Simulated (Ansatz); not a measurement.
The system is NaCl.

```
CELL_PARAMETERS angstrom
0.00000 2.79406 2.79406
2.79406 0.00000 2.79406
2.79406 2.79406 0.00000
ATOMIC_POSITIONS crystal
Cl 0.50000 0.50000 0.50000
Na 0.00000 0.00000 0.00000
```

The cell is a database's computed one.

Base run:

```yaml
Program: Ansatz 0.2.0
Functional: PBEsol
Potentials_or_basis: Ansatz PAW
Cutoff: "420 eV (not typed: the program's choice for these potentials)"
k_mesh: 8 × 8 × 8
Occupations: fermi-dirac, width 0.05 eV
Spin: no spin polarisation
```

Its results: band gap on the k mesh 5.04 eV, direct; pressure 0.2 GPa.

After a change of settings the same cell gave: band gap on the k mesh 5.49 eV, direct; pressure 3.3 GPa. Which change was it?
A. functional from PBEsol to PBE
B. functional from PBEsol to revPBE
C. functional from PBEsol to LDA
D. functional from PBEsol to PBE; occupations from fermi-dirac, width 0.05 eV to gaussian, width 0.011 eV

B.

revPBE binds less tightly than PBEsol, so the same cell stands under more pressure.

Caveats: the PAW data sets come from PBE, with cores solved anew for the run's functional, which leaves a small shift of forces and pressure.
